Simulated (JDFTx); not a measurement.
ZnSe (Stilleite) under changes of volume

One of the cells (22.757 Å³/atom); the others are scaled copies at fixed shape and fractional positions:

```
Se Zn
1.0
     0.00000    2.83380    2.83380
     2.83380    0.00000    2.83380
     2.83380    2.83380    0.00000
Se Zn
1 1
Direct
  0.75000 0.75000 0.75000
  0.00000 0.00000 0.00000
```

* Program: JDFTx 1.7.0 (patched build)
* Functional: PBEsol
* Potentials or basis: PseudoDojo-SR-PBEsol-0.4.1-standard with smoothed tails
* Cutoff: 1170 eV
* Density cutoff: 9361 eV
* k mesh: 8 × 8 × 8
* Occupations: fermi-dirac, width 0.05 eV
* Spin: no spin polarisation

| volume (Å³/atom) | energy over the lowest point (meV/atom) | pressure (GPa) | gap on the mesh (eV) |
| --- | --- | --- | --- |
| 21.391 | 8.77 | 3.1 | 1.42 |
| 21.846 | ? | ? | ? |
| 22.301 | 0.00 | 0.1 | 1.25 |
| 22.757 | 1.56 | -1.2 | 1.17 |
| 23.212 | 6.52 | -2.3 | 1.09 |
| 23.667 | 14.50 | -3.3 | 1.02 |
| 24.122 | 25.21 | -4.2 | 0.95 |

Problem. What does the run at 21.846 Å³/atom give?

Solution. Energy over the lowest point 2.26 meV/atom; pressure 1.5 GPa; gap on the mesh 1.33 eV.

Worked out: A Birch-Murnaghan fit of order 3 (a polynomial in V^(-2/3)) to the other rows has its minimum at 22.33 Å³/atom with B0 = V·E''(V) = 65 GPa and B' = 4.5. It gives 2.26 meV/atom at 21.846 Å³/atom, against the run's 2.26, and -dE/dV = 1.5 GPa, against 1.5. A straight line through the other rows of the gap, of slope -3.92 eV per unit of ln V (its deformation potential), gives 1.33 eV, against the run's 1.33.

Energies are extrapolated to zero smearing.

Spin-orbit coupling on Se is left out.
